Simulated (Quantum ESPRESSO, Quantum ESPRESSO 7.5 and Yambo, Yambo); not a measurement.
# KI (Fm-3m): G0W0 with Yambo, start to end

Wanted: ground state, empty states, screening and self-energy for KI (Fm-3m).

Program: Quantum ESPRESSO 7.5 and Yambo 5.3.0. Level of theory: PBE and many-body steps on it, plane waves. Results are calculated unless marked as measured.

### Step 1. The structure

Symmetry: Fm-3m, No. 225, cubic system. Conventional cell: a = 7.066 Å, b = 7.066 Å, c = 7.066 Å, α = 90.00°, β = 90.00°, γ = 90.00°. K has 6 I at 3.53 Å nearest. Nearest to I lie 6 K at 3.53 Å. Farther neighbours and most contacts between anions are not listed.

The cell and positions come from the Crystallography Open Database and are kept as given unless a step says otherwise.

### Step 2. Ground state

This step: Quantum ESPRESSO 7.5; DFT, PBE with spin-orbit coupling, plane waves, norm-conserving pseudopotentials.

The ground-state density comes first.

pw.in reads:

```
&control
  calculation = 'scf'
  prefix = 'x'
  outdir = 'o'
  pseudo_dir = 'pseudo'
/
&system
  ibrav = 0
  nat = 2
  ntyp = 2
  ecutwfc = 76.0
  nbnd = 36
  force_symmorphic = .true.
  noncolin = .true.
  lspinorb = .true.
/
&electrons
  conv_thr = 1e-10
  electron_maxstep = 80
  mixing_beta = 0.5
/
ATOMIC_SPECIES
  K 39.098 K.upf
  I 126.9 I.upf
CELL_PARAMETERS angstrom
  0.0000000000 3.5327750000 3.5327750000
  3.5327750000 0.0000000000 3.5327750000
  3.5327750000 3.5327750000 -0.0000000000
ATOMIC_POSITIONS crystal
  K 0.0000000000 0.0000000000 0.0000000000
  I 0.5000000000 0.5000000000 0.5000000000
K_POINTS automatic
  6 6 6 0 0 0
```

The run is started by

```
$ OMP_NUM_THREADS=1 mpirun -n 4 pw.x -nk 4 -in pw.in > pw.out
```

Output:

```text
Program PWSCF v.7.5 starts

     This program is part of the open-source Quantum ESPRESSO suite
     for quantum simulation of materials; please cite
         "P. Giannozzi et al., J. Phys.:Condens. Matter 21 395502 (2009);
         "P. Giannozzi et al., J. Phys.:Condens. Matter 29 465901 (2017);
         "P. Giannozzi et al., J. Chem. Phys. 152 154105 (2020);
     in publications or presentations arising from this work. More details at
     Message from routine setup:
     using ibrav=0 with symmetry is DISCOURAGED, use correct ibrav instead

     G-vector sticks info

     bravais-lattice index     =            0
     lattice parameter (alat)  =       9.4413  a.u.
     unit-cell volume          =     595.0789 (a.u.)^3
     number of atoms/cell      =            2
     number of atomic types    =            2
     number of electrons       =        26.00
     number of Kohn-Sham states=           36
     kinetic-energy cutoff     =      76.0000  Ry
     charge density cutoff     =     304.0000  Ry
     scf convergence threshold =      1.0E-10
     mixing beta               =       0.5000
     number of iterations used =            8  plain     mixing
     Exchange-correlation= PBE
                           (   1   4   3   4   0   0   0)
     Non magnetic calculation with spin-orbit

     celldm(1)=   9.441258  celldm(2)=   0.000000  celldm(3)=   0.000000
     celldm(4)=   0.000000  celldm(5)=   0.000000  celldm(6)=   0.000000

     crystal axes: (cart. coord. in units of alat)
               a(1) = (   0.000000   0.707107   0.707107 )
               a(2) = (   0.707107   0.000000   0.707107 )
               a(3) = (   0.707107   0.707107  -0.000000 )

     reciprocal axes: (cart. coord. in units 2 pi/alat)
               b(1) = ( -0.707107  0.707107  0.707107 )
               b(2) = (  0.707107 -0.707107  0.707107 )
               b(3) = (  0.707107  0.707107 -0.707107 )
     Pseudo is Norm-conserving + core correction, Zval =  9.0
     Generated using ONCVPSP code by D. R. Hamann
     Using radial grid of 2222 points, 10 beta functions with:
     Pseudo is Norm-conserving + core correction, Zval = 17.0
     Generated using ONCVPSP code by D. R. Hamann
     Using radial grid of 1210 points, 10 beta functions with:
     K                 9.00    39.09800     K ( 1.00)
     I                17.00   126.90000     I ( 1.00)

     48 Sym. Ops., with inversion, found

   Cartesian axes

     site n.     atom                  positions (alat units)
         1        K      tau(   1) = (   0.0000000   0.0000000   0.0000000  )
         2        I      tau(   2) = (   0.7071068   0.7071068   0.7071068  )

     number of k points=    16
                       cart. coord. in units 2pi/alat
        k(    1) = (   0.0000000   0.0000000   0.0000000), wk =   0.0046296
        k(    2) = (   0.1178511   0.1178511  -0.1178511), wk =   0.0370370
        k(    3) = (   0.2357023   0.2357023  -0.2357023), wk =   0.0370370
        k(    4) = (  -0.3535534  -0.3535534   0.3535534), wk =   0.0185185
        k(    5) = (   0.2357023   0.0000000  -0.0000000), wk =   0.0277778
        k(    6) = (   0.3535534   0.1178511  -0.1178511), wk =   0.1111111
        k(    7) = (  -0.2357023  -0.4714045   0.4714045), wk =   0.1111111
        k(    8) = (  -0.1178511  -0.3535534   0.3535534), wk =   0.1111111
        k(    9) = (   0.0000000  -0.2357023   0.2357023), wk =   0.0555556
        k(   10) = (   0.4714045   0.0000000  -0.0000000), wk =   0.0277778
     [... 4 further rows ...]
        k(   15) = (  -0.1178511  -0.3535534   0.5892557), wk =   0.1111111
        k(   16) = (  -0.7071068   0.2357023   0.0000000), wk =   0.0555556

     Dense  grid:    53377 G-vectors     FFT dimensions: (  54,  54,  54)

     Initial potential from superposition of free atoms

     starting charge      25.9807, renormalised to      26.0000
     Starting wfcs are   28 randomized atomic wfcs +    8 random wfcs

     per-process dynamical memory:   101.4 Mb

     Self-consistent Calculation

     iteration #  1     ecut=    76.00 Ry     beta= 0.50

     Threshold (ethr) on eigenvalues was too large:
     Diagonalizing with lowered threshold

     total energy              =    -308.76236261 Ry
     estimated scf accuracy    <       0.02330454 Ry

     iteration #  2     ecut=    76.00 Ry     beta= 0.50

     total energy              =    -308.76600314 Ry
     estimated scf accuracy    <       0.00170176 Ry

     iteration #  3     ecut=    76.00 Ry     beta= 0.50

     total energy              =    -308.76639658 Ry
     estimated scf accuracy    <       0.00028463 Ry

     iteration #  4     ecut=    76.00 Ry     beta= 0.50

     total energy              =    -308.76645504 Ry
     estimated scf accuracy    <       0.00001296 Ry

     iteration #  5     ecut=    76.00 Ry     beta= 0.50

     total energy              =    -308.76646023 Ry
     estimated scf accuracy    <       0.00000167 Ry

     iteration #  6     ecut=    76.00 Ry     beta= 0.50

     total energy              =    -308.76646075 Ry
     estimated scf accuracy    <       0.00000003 Ry

     iteration #  7     ecut=    76.00 Ry     beta= 0.50

     total energy              =    -308.76646078 Ry
     estimated scf accuracy    <          1.3E-09 Ry

     iteration #  8     ecut=    76.00 Ry     beta= 0.50

     total energy              =    -308.76646078 Ry
     estimated scf accuracy    <          1.1E-10 Ry

     iteration #  9     ecut=    76.00 Ry     beta= 0.50

     End of self-consistent calculation

          k = 0.0000 0.0000 0.0000 (  6615 PWs)   bands (ev):

   -41.2908 -41.2908 -41.2908 -41.2908 -39.5790 -39.5790 -39.5790 -39.5790
   -39.5772 -39.5772 -26.0468 -26.0468  -9.7132  -9.7132  -9.4475  -9.4475
    -9.4475  -9.4475  -8.0383  -8.0383   1.7453   1.7453   2.7690   2.7690
     2.7690   2.7690   6.4120   6.4120   8.9491   8.9491   8.9491   8.9491
     8.9650   8.9650   9.6755   9.6755

          k = 0.1179 0.1179-0.1179 (  6645 PWs)   bands (ev):

   -41.2908 -41.2908 -41.2908 -41.2908 -39.5790 -39.5790 -39.5790 -39.5790
   -39.5772 -39.5772 -26.0463 -26.0463  -9.7267  -9.7267  -9.4753  -9.4753
    -9.4481  -9.4481  -7.9658  -7.9658   1.5605   1.5605   2.4504   2.4504
     2.6703   2.6703   7.0364   7.0364   8.8737   8.8737   9.2417   9.2417
     9.2517   9.2517   9.9823   9.9826

          k = 0.2357 0.2357-0.2357 (  6634 PWs)   bands (ev):

   -41.2908 -41.2908 -41.2908 -41.2908 -39.5790 -39.5790 -39.5790 -39.5790
   -39.5772 -39.5772 -26.0453 -26.0453  -9.7586  -9.7586  -9.5171  -9.5171
    -9.4494  -9.4494  -7.8275  -7.8275   1.1462   1.1462   2.0731   2.0731
     2.4889   2.4889   7.7995   7.7995   9.4652   9.4652   9.9478   9.9479
     9.9613   9.9613  10.7994  10.7996

          k =-0.3536-0.3536 0.3536 (  6658 PWs)   bands (ev):

     [... further k-points ...]

     highest occupied, lowest unoccupied level (ev):     2.7690    6.4120

!    total energy              =    -308.76646078 Ry
     estimated scf accuracy    <          9.6E-11 Ry

     The total energy is the sum of the following terms:
     one-electron contribution =    -171.48606913 Ry
     hartree contribution      =      88.82232240 Ry
     xc contribution           =     -74.07573985 Ry
     ewald contribution        =    -152.02697421 Ry

     convergence has been achieved in   9 iterations

     XML data file, charge density, pseudopotentials, collected wavefunctions

=------------------------------------------------------------------------------=
   JOB DONE.
=------------------------------------------------------------------------------=
```

Wall time 23 s (4 MPI ranks of Intel Xeon 6975P-C (Granite Rapids), shared host); peak memory 0.75 GiB.

Numbers from this step:

```yaml
total_energy: -4200.9817 eV
gap: 3.643 eV
k_of_the_valence_top: 0, 0, 0
k_of_the_conduction_bottom: 0, 0, 0
least_direct_gap: 3.643 eV
```

The gap is direct, at Γ.

### Step 3. Bands along the symmetry lines

Levels along a band path, at the cheap level, show where the edges lie and whether the meshes to come will hold them.

pw.in reads:

```
&control
  calculation = 'bands'
  prefix = 'x'
  outdir = 'o'
  pseudo_dir = 'pseudo'
/
&system
  ibrav = 0
  nat = 2
  ntyp = 2
  ecutwfc = 76.0
  nbnd = 38
  force_symmorphic = .true.
  noncolin = .true.
  lspinorb = .true.
/
&electrons
  conv_thr = 1e-9
  electron_maxstep = 80
  diago_full_acc = .true.
  diago_thr_init = 5e-6
/
ATOMIC_SPECIES
  K 39.098 K.upf
  I 126.9 I.upf
CELL_PARAMETERS angstrom
  0.0000000000 3.5327750000 3.5327750000
  3.5327750000 0.0000000000 3.5327750000
  3.5327750000 3.5327750000 -0.0000000000
ATOMIC_POSITIONS crystal
  K 0.0000000000 0.0000000000 0.0000000000
  I 0.5000000000 0.5000000000 0.5000000000
K_POINTS crystal
  50
  0.00000000 0.00000000 0.00000000 1
  0.06250000 0.00000000 0.06250000 1
  0.12500000 0.00000000 0.12500000 1
  0.18750000 0.00000000 0.18750000 1
  0.25000000 0.00000000 0.25000000 1
  0.31250000 0.00000000 0.31250000 1
  0.37500000 0.00000000 0.37500000 1
  0.43750000 0.00000000 0.43750000 1
  0.50000000 0.00000000 0.50000000 1
  0.51562500 0.03125000 0.51562500 1
  0.53125000 0.06250000 0.53125000 1
  0.54687500 0.09375000 0.54687500 1
  0.56250000 0.12500000 0.56250000 1
  0.57812500 0.15625000 0.57812500 1
  0.59375000 0.18750000 0.59375000 1
  0.60937500 0.21875000 0.60937500 1
  0.62500000 0.25000000 0.62500000 1
  0.37500000 0.37500000 0.75000000 1
  0.32812500 0.32812500 0.65625000 1
  0.28125000 0.28125000 0.56250000 1
  0.23437500 0.23437500 0.46875000 1
  0.18750000 0.18750000 0.37500000 1
  0.14062500 0.14062500 0.28125000 1
  0.09375000 0.09375000 0.18750000 1
  0.04687500 0.04687500 0.09375000 1
  0.00000000 0.00000000 0.00000000 1
  0.06250000 0.06250000 0.06250000 1
  0.12500000 0.12500000 0.12500000 1
  0.18750000 0.18750000 0.18750000 1
  0.25000000 0.25000000 0.25000000 1
  0.31250000 0.31250000 0.31250000 1
  0.37500000 0.37500000 0.37500000 1
  0.43750000 0.43750000 0.43750000 1
  0.50000000 0.50000000 0.50000000 1
  0.50000000 0.46875000 0.53125000 1
  0.50000000 0.43750000 0.56250000 1
  0.50000000 0.40625000 0.59375000 1
  0.50000000 0.37500000 0.62500000 1
  0.50000000 0.34375000 0.65625000 1
  0.50000000 0.31250000 0.68750000 1
  0.50000000 0.28125000 0.71875000 1
  0.50000000 0.25000000 0.75000000 1
  0.50000000 0.21875000 0.71875000 1
  0.50000000 0.18750000 0.68750000 1
  0.50000000 0.15625000 0.65625000 1
  0.50000000 0.12500000 0.62500000 1
  0.50000000 0.09375000 0.59375000 1
  0.50000000 0.06250000 0.56250000 1
  0.50000000 0.03125000 0.53125000 1
  0.50000000 0.00000000 0.50000000 1
```

Output:

```text
[banner, memory and clock lines left out]
Program PWSCF v.7.5 starts

     Atomic positions and unit cell read from directory:
     o/x.save/

     Message from routine setup:
     using ibrav=0 with symmetry is DISCOURAGED, use correct ibrav instead

     G-vector sticks info

     bravais-lattice index     =            0
     lattice parameter (alat)  =       9.4413  a.u.
     unit-cell volume          =     595.0789 (a.u.)^3
     number of atoms/cell      =            2
     number of atomic types    =            2
     number of electrons       =        26.00
     number of Kohn-Sham states=           38
     kinetic-energy cutoff     =      76.0000  Ry
     charge density cutoff     =     304.0000  Ry
     Exchange-correlation= PBE
                           (   1   4   3   4   0   0   0)
     Non magnetic calculation with spin-orbit

     celldm(1)=   9.441258  celldm(2)=   0.000000  celldm(3)=   0.000000
     celldm(4)=   0.000000  celldm(5)=   0.000000  celldm(6)=   0.000000

     crystal axes: (cart. coord. in units of alat)
               a(1) = (   0.000000   0.707107   0.707107 )
               a(2) = (   0.707107   0.000000   0.707107 )
               a(3) = (   0.707107   0.707107  -0.000000 )

     reciprocal axes: (cart. coord. in units 2 pi/alat)
               b(1) = ( -0.707107  0.707107  0.707107 )
               b(2) = (  0.707107 -0.707107  0.707107 )
               b(3) = (  0.707107  0.707107 -0.707107 )
     Pseudo is Norm-conserving + core correction, Zval =  9.0
     Generated using ONCVPSP code by D. R. Hamann
     Using radial grid of 2222 points, 10 beta functions with:
     Pseudo is Norm-conserving + core correction, Zval = 17.0
     Generated using ONCVPSP code by D. R. Hamann
     Using radial grid of 1210 points, 10 beta functions with:
     K                 9.00    39.09800     K ( 1.00)
     I                17.00   126.90000     I ( 1.00)

     48 Sym. Ops., with inversion, found

   Cartesian axes

     site n.     atom                  positions (alat units)
         1        K      tau(   1) = (   0.0000000   0.0000000   0.0000000  )
         2        I      tau(   2) = (   0.7071068   0.7071068   0.7071068  )

     number of k points=    50
                       cart. coord. in units 2pi/alat
        k(    1) = (   0.0000000   0.0000000   0.0000000), wk =   0.0200000
        k(    2) = (   0.0000000   0.0883883   0.0000000), wk =   0.0200000
        k(    3) = (   0.0000000   0.1767767   0.0000000), wk =   0.0200000
[...]
[... 38 further rows ...]
        k(   49) = (   0.0441942   0.7071068   0.0000000), wk =   0.0200000
        k(   50) = (   0.0000000   0.7071068   0.0000000), wk =   0.0200000

     Dense  grid:    53377 G-vectors     FFT dimensions: (  54,  54,  54)

     The potential is recalculated from file :
     o/x.save/charge-density

     Starting wfcs are   28 randomized atomic wfcs +   10 random wfcs

     Band Structure Calculation

     End of band structure calculation

          k = 0.0000 0.0000 0.0000 (  6615 PWs)   bands (ev):

   -41.2907 -41.2907 -41.2907 -41.2907 -39.5789 -39.5789 -39.5789 -39.5789
   -39.5771 -39.5771 -26.0469 -26.0469  -9.7133  -9.7133  -9.4475  -9.4475
    -9.4475  -9.4475  -8.0383  -8.0383   1.7454   1.7454   2.7691   2.7691
[...]
8.9650   8.9650   9.6755   9.6755   9.6755   9.6755

          k = 0.0000 0.0884 0.0000 (  6647 PWs)   bands (ev):

[...]
9.0575   9.0575   9.7022   9.7022   9.7666   9.7666

          k = 0.0000 0.1768 0.0000 (  6651 PWs)   bands (ev):

[...]
9.3423   9.3423   9.7805   9.7805  10.0224  10.0224

          k =-0.0000 0.2652 0.0000 (  6651 PWs)   bands (ev):

[...]
k = 0.0000 0.4419-0.0000 (  6674 PWs)   bands (ev):

[...]
k =-0.0000 0.5303 0.0000 (  6678 PWs)   bands (ev):

[...]
k = 0.0000 0.6187-0.0000 (  6670 PWs)   bands (ev):

[...]
k = 0.4640 0.4640-0.0000 (  6663 PWs)   bands (ev):

[...]
k = 0.3315 0.3315-0.0000 (  6641 PWs)   bands (ev):

[...]
k = 0.3094 0.7071-0.0000 (  6674 PWs)   bands (ev):

[...]
k = 0.2210 0.7071-0.0000 (  6660 PWs)   bands (ev):

[...]
k = 0.1768 0.7071-0.0000 (  6678 PWs)   bands (ev):

[...]
k = 0.0442 0.7071 0.0000 (  6690 PWs)   bands (ev):

[...]
11.1339  11.1339  11.1520  11.1520  12.0215  12.0553

          k = 0.0000 0.7071 0.0000 (  6710 PWs)   bands (ev):

[...]
-9.4662  -9.4662  -7.8949  -7.8949   1.1647   1.1647   2.0139   2.0139
     2.3736   2.3736   7.3877   7.3877   8.2218   8.2218  10.5538  10.5538
    11.1514  11.1514  11.2319  11.2319  12.0184  12.0227

     XML data file, pseudopotentials, collected wavefunctions
```

Elapsed: 27 s, on 4 MPI ranks; peak memory 0.52 GiB; 1.8 min of CPU time.

Numbers from this step:

| Quantity | Value |
| --- | --- |
| gap | 3.643 eV |
| k of the valence top | 0, 0, 0 |
| k of the conduction bottom | 0, 0, 0 |
| least direct gap | 3.643 eV |

The gap is 3.643 eV, as in the run before at this level.

The electronic bands at the labelled points (eV, zero at the top of the highest filled band):

| point | band 23 | band 24 | band 25 | band 26 | band 27 | band 28 | band 29 | band 30 |
| --- | --- | --- | --- | --- | --- | --- | --- | --- |
| Γ | 0.00 | 0.00 | 0.00 | 0.00 | 3.64 | 3.64 | 6.18 | 6.18 |
| halfway | -0.56 | -0.56 | -0.22 | -0.22 | 4.97 | 4.97 | 5.21 | 5.21 |
| X | -0.76 | -0.76 | -0.40 | -0.40 | 4.62 | 4.62 | 5.45 | 5.45 |
| halfway | -0.79 | -0.79 | -0.46 | -0.46 | 4.82 | 4.82 | 5.69 | 5.69 |
| U | -0.87 | -0.87 | -0.53 | -0.53 | 5.30 | 5.30 | 6.32 | 6.32 |
| jump to K | -0.87 | -0.87 | -0.53 | -0.53 | 5.30 | 5.30 | 6.32 | 6.32 |
| halfway | -0.64 | -0.64 | -0.30 | -0.30 | 5.22 | 5.22 | 5.97 | 5.97 |
| Γ | 0.00 | 0.00 | 0.00 | 0.00 | 3.64 | 3.64 | 6.18 | 6.18 |
| halfway | -0.54 | -0.54 | -0.19 | -0.19 | 4.74 | 4.74 | 6.26 | 6.26 |
| L | -0.82 | -0.82 | -0.36 | -0.36 | 5.20 | 5.20 | 7.38 | 7.38 |
| halfway | -0.87 | -0.87 | -0.49 | -0.49 | 5.72 | 5.72 | 6.53 | 6.54 |
| W | -0.79 | -0.79 | -0.69 | -0.69 | 6.09 | 6.09 | 6.20 | 6.20 |
| halfway | -0.80 | -0.80 | -0.53 | -0.53 | 5.04 | 5.04 | 5.86 | 5.86 |
| X | -0.76 | -0.76 | -0.40 | -0.40 | 4.62 | 4.62 | 5.45 | 5.45 |

(Continued in part 2 of 2.)

[Paths, hosts, dates, memory and timing lines, banners, echoed tables and standing remarks are left out of the program output.]

[Logs are printed without paths, hosts, clocks, repeated set-up lines and the standing remarks that a program may print on its own settings, such as how far it seeks lower states.]

[Runs of the session that timed out or met a known fault of the program may be left out.]

[Hosts, paths, dates, database ids (printed as entryN), source tags and the programs' standing remarks are cut or masked in the printed files.]
